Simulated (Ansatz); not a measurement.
# HfC53 (Diamond): the cost of one run

Computed with Ansatz 0.2.0 (DFT, PBE, plane-wave PAW, default files, scalar-relativistic, as far as a step names no other, unless a step's input says otherwise).

**1. Starting point**

It takes space group F-43m (No. 216, cubic). The conventional cell has a = 10.700 Å, b = 10.700 Å, c = 10.700 Å, α = 90.00°, β = 90.00°, γ = 90.00°. Hf (site symmetry -43m) is surrounded by 4 C at 1.54 Å. C (site symmetry m) has 4 C at 1.54 Å as nearest neighbours. C (site symmetry 3m) is surrounded by 4 C at 1.54 Å. C (site symmetry 2mm) has 4 C at 1.54 Å as nearest neighbours. Around C (site symmetry 3m) lie 1 Hf at 1.54 Å and 3 C at 1.54 Å. Only part of the 10 independent sites is listed.

As a file:

```
Hf C
1.0
     0.00000    5.35011    5.35011
     5.35011    0.00000    5.35011
     5.35011    5.35011    0.00000
Hf C
1 53
Direct
  0.00000 0.00000 0.00000
  0.00000 0.00000 0.33333
  0.00000 0.00000 0.66667
  0.00000 0.33333 0.00000
  0.00000 0.33333 0.33333
  0.00000 0.33333 0.66667
  0.00000 0.66667 0.00000
  0.00000 0.66667 0.33333
  0.00000 0.66667 0.66667
  0.33333 0.00000 0.00000
  0.33333 0.00000 0.33333
  0.33333 0.00000 0.66667
  0.33333 0.33333 0.00000
  0.33333 0.33333 0.33333
  0.33333 0.33333 0.66667
  0.33333 0.66667 0.00000
  0.33333 0.66667 0.33333
  0.33333 0.66667 0.66667
  0.66667 0.00000 0.00000
  0.66667 0.00000 0.33333
  0.66667 0.00000 0.66667
  0.66667 0.33333 0.00000
  0.66667 0.33333 0.33333
  0.66667 0.33333 0.66667
  0.66667 0.66667 0.00000
  0.66667 0.66667 0.33333
  0.66667 0.66667 0.66667
  0.08333 0.08333 0.08333
  0.08333 0.08333 0.41667
  0.08333 0.08333 0.75000
  0.08333 0.41667 0.08333
  0.08333 0.41667 0.41667
  0.08333 0.41667 0.75000
  0.08333 0.75000 0.08333
  0.08333 0.75000 0.41667
  0.08333 0.75000 0.75000
  0.41667 0.08333 0.08333
  0.41667 0.08333 0.41667
  0.41667 0.08333 0.75000
  0.41667 0.41667 0.08333
  0.41667 0.41667 0.41667
  0.41667 0.41667 0.75000
  0.41667 0.75000 0.08333
  0.41667 0.75000 0.41667
  0.41667 0.75000 0.75000
  0.75000 0.08333 0.08333
  0.75000 0.08333 0.41667
  0.75000 0.08333 0.75000
  0.75000 0.41667 0.08333
  0.75000 0.41667 0.41667
  0.75000 0.41667 0.75000
  0.75000 0.75000 0.08333
  0.75000 0.75000 0.41667
  0.75000 0.75000 0.75000
```

Atom 1 of the input is the impurity.

**2. Single point at the given positions**

Contents of input.yaml:

```yaml
crystal:
  lattice:
    - [0.0, 5.35011, 5.35011]
    - [5.35011, 0.0, 5.35011]
    - [5.35011, 5.35011, 0.0]
  atoms:
    - { symbol: Hf, position: [0.0, 0.0, 0.0] }
    - { symbol: C, position: [0.0, 0.0, 0.3333333333] }
    - { symbol: C, position: [0.0, 0.0, 0.6666666667] }
    - { symbol: C, position: [0.0, 0.3333333333, 0.0] }
    - { symbol: C, position: [0.0, 0.3333333333, 0.3333333333] }
    - { symbol: C, position: [0.0, 0.3333333333, 0.6666666667] }
    - { symbol: C, position: [0.0, 0.6666666667, 0.0] }
    - { symbol: C, position: [0.0, 0.6666666667, 0.3333333333] }
    - { symbol: C, position: [0.0, 0.6666666667, 0.6666666667] }
    - { symbol: C, position: [0.3333333333, 0.0, 0.0] }
    - { symbol: C, position: [0.3333333333, 0.0, 0.3333333333] }
    - { symbol: C, position: [0.3333333333, 0.0, 0.6666666667] }
    - { symbol: C, position: [0.3333333333, 0.3333333333, 0.0] }
    - { symbol: C, position: [0.3333333333, 0.3333333333, 0.3333333333] }
    - { symbol: C, position: [0.3333333333, 0.3333333333, 0.6666666667] }
    - { symbol: C, position: [0.3333333333, 0.6666666667, 0.0] }
    - { symbol: C, position: [0.3333333333, 0.6666666667, 0.3333333333] }
    - { symbol: C, position: [0.3333333333, 0.6666666667, 0.6666666667] }
    - { symbol: C, position: [0.6666666667, 0.0, 0.0] }
    - { symbol: C, position: [0.6666666667, 0.0, 0.3333333333] }
    - { symbol: C, position: [0.6666666667, 0.0, 0.6666666667] }
    - { symbol: C, position: [0.6666666667, 0.3333333333, 0.0] }
    - { symbol: C, position: [0.6666666667, 0.3333333333, 0.3333333333] }
    - { symbol: C, position: [0.6666666667, 0.3333333333, 0.6666666667] }
    - { symbol: C, position: [0.6666666667, 0.6666666667, 0.0] }
    - { symbol: C, position: [0.6666666667, 0.6666666667, 0.3333333333] }
    - { symbol: C, position: [0.6666666667, 0.6666666667, 0.6666666667] }
    - { symbol: C, position: [0.0833333333, 0.0833333333, 0.0833333333] }
    - { symbol: C, position: [0.0833333333, 0.0833333333, 0.4166666667] }
    - { symbol: C, position: [0.0833333333, 0.0833333333, 0.75] }
    - { symbol: C, position: [0.0833333333, 0.4166666667, 0.0833333333] }
    - { symbol: C, position: [0.0833333333, 0.4166666667, 0.4166666667] }
    - { symbol: C, position: [0.0833333333, 0.4166666667, 0.75] }
    - { symbol: C, position: [0.0833333333, 0.75, 0.0833333333] }
    - { symbol: C, position: [0.0833333333, 0.75, 0.4166666667] }
    - { symbol: C, position: [0.0833333333, 0.75, 0.75] }
    - { symbol: C, position: [0.4166666667, 0.0833333333, 0.0833333333] }
    - { symbol: C, position: [0.4166666667, 0.0833333333, 0.4166666667] }
    - { symbol: C, position: [0.4166666667, 0.0833333333, 0.75] }
    - { symbol: C, position: [0.4166666667, 0.4166666667, 0.0833333333] }
    - { symbol: C, position: [0.4166666667, 0.4166666667, 0.4166666667] }
    - { symbol: C, position: [0.4166666667, 0.4166666667, 0.75] }
    - { symbol: C, position: [0.4166666667, 0.75, 0.0833333333] }
    - { symbol: C, position: [0.4166666667, 0.75, 0.4166666667] }
    - { symbol: C, position: [0.4166666667, 0.75, 0.75] }
    - { symbol: C, position: [0.75, 0.0833333333, 0.0833333333] }
    - { symbol: C, position: [0.75, 0.0833333333, 0.4166666667] }
    - { symbol: C, position: [0.75, 0.0833333333, 0.75] }
    - { symbol: C, position: [0.75, 0.4166666667, 0.0833333333] }
    - { symbol: C, position: [0.75, 0.4166666667, 0.4166666667] }
    - { symbol: C, position: [0.75, 0.4166666667, 0.75] }
    - { symbol: C, position: [0.75, 0.75, 0.0833333333] }
    - { symbol: C, position: [0.75, 0.75, 0.4166666667] }
    - { symbol: C, position: [0.75, 0.75, 0.75] }
kpoints:
  mp_grid: { grid: [3, 3, 3] }
scf:
  occupations: { method: fermi_dirac, width: 0.01 }
hamiltonian:
  xc: pbe
  pseudopotentials: { kind: paw }
output:
  forces: true
  stress: true
  populations: true
  efg: { quadrupole_moments_barn: { Hf: 3.365 }, contact_densities: true }
```

On the command line:

```console
$ ansatz run input.yaml --threads 1 --pin off --max-ram 3072MiB --backend cpu --events-out ev --progress --plain --runs-dir out
```

What time and memory should one allow on 1 thread of Arm Neoverse V2, shared host?

About 48 s, with a peak of 0.77 GiB.
